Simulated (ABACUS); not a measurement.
Crystal: In.

```
CELL_PARAMETERS angstrom
-1.88253 1.88253 1.88253
1.88253 -1.88253 1.88253
1.88253 1.88253 -1.88253
ATOMIC_POSITIONS crystal
In 0.00000 0.00000 0.00000
```

This isn't the form of In at room conditions, which is tetragonal.

| Quantity | Value |
| --- | --- |
| Program | ABACUS 3.10.1 |
| Task | single point |
| Functional | PBE |
| Potentials or basis | PseudoDojo NC SR 0.4.1 PBE standard |
| Cutoff | 1361 eV |
| Density cutoff | 5442 eV |
| Basis | DZP LCAO (the cutoffs set its grid) |
| k mesh | 10 × 10 × 10 |
| Occupations | fermi-dirac, width 0.05 eV |
| Spin | no spin polarisation |

On this cell: pressure 2.2 GPa; band gap on the k mesh none (metal or under the smearing width).

The same run follows on a disturbed copy (cell strained at random at fixed volume):

```
In
1.0
    -1.86975    1.85713    1.91387
     1.83353   -1.91280    1.93333
     1.85852    1.90157   -1.96954
In
1
Direct
  0.99990 0.99783 0.00147
```

Q: What does the disturbed cell give?

A: The energy (extrapolated to zero smearing) moves by +1.9 meV/atom; pressure 2.3 GPa; band gap on the k mesh none (metal or under the smearing width).

Stress tensor (GPa, compression positive):
```
 2.79 -0.09  0.33
-0.09  2.12  0.65
 0.33  0.65  1.95
```

Caveats: the atomic orbitals were generated for these runs and aren't a published set; the basis of atomic orbitals isn't converged, which shifts pressures, moduli and gaps.
